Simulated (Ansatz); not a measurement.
# Si: the cost of one run

Method: DFT r2SCAN, scalar-relativistic, plane waves, PAW, in Ansatz 0.2.0.

## 1. The starting structure

It takes space group Fd-3m (No. 227, cubic). Conventional cell: a = 5.431 Å, b = 5.431 Å, c = 5.431 Å, α = 90.00°, β = 90.00°, γ = 90.00°. Si (site symmetry -43m) is surrounded by 4 Si at 2.35 Å.

Coordinates:

```
CELL_PARAMETERS angstrom
2.71547 -2.71547 0.00000
2.71547 0.00000 -2.71547
5.43094 5.43094 5.43094
ATOMIC_POSITIONS crystal
Si 0.66667 0.66667 0.83333
Si 0.00000 0.00000 0.50000
Si 0.33333 0.33333 0.16667
Si 0.66667 0.66667 0.08333
Si 0.00000 0.00000 0.75000
Si 0.33333 0.33333 0.41667
```

No relaxation comes first: the listed cell is the starting point.

## 2. Zero of energy

The cell is repeated 3 times, 6 atoms in all. Reference values: F = -3834.3932 eV; pressure 0.73 GPa; largest force 0.001 eV/Å; gap on the mesh 0.87 eV. It was computed beforehand with the settings of the runs below.

## 3. Setting up a stacking-fault curve

The cut lies on the cell's a–b face, a (1 1 1) plane of area 12.77 Å², between layers 2.35 Å apart (Si below, Si above); the cell is 9.4 Å thick. Vector c is tilted by f times 1·a + 0·b (length 3.840 Å) with the atoms' Cartesian places fixed: one unrelaxed fault per cell.

## 4. Point f = 0.200

input.yaml

```yaml
crystal:
  lattice:
    - [2.71547, -2.71547, 0.0]
    - [2.71547, 0.0, -2.71547]
    - [5.974034, 4.887846, 5.43094]
  atoms:
    - { symbol: Si, position: [0.55834, 0.6666666667, 0.5416333333] }
    - { symbol: Si, position: [0.95834, 0.0, 0.2083] }
    - { symbol: Si, position: [0.15834, 0.3333333333, 0.8749666667] }
    - { symbol: Si, position: [0.50834, 0.6666666667, 0.7916333333] }
    - { symbol: Si, position: [0.90834, 1.0, 0.4583] }
    - { symbol: Si, position: [0.30834, 0.3333333333, 0.1249666667] }
basis:
  ecutwfc: 500
kpoints:
  mp_grid: { grid: [8, 8, 3] }
hamiltonian:
  xc: r2scan
scf:
  occupations: { method: gaussian, width: 0.05 }
output:
  forces: true
  stress: true
  eigenvalues: true
```

Started as:

```sh
$ ansatz run input.yaml --threads 2 --pin off --max-ram 5120MiB --backend cpu --events-out ev --progress --plain --runs-dir out
```

What time and memory should one allow on 2 threads of Intel Xeon at 2.50GHz (Skylake/Cascade Lake), shared host?

About 35 s, with a peak of 0.76 GiB.
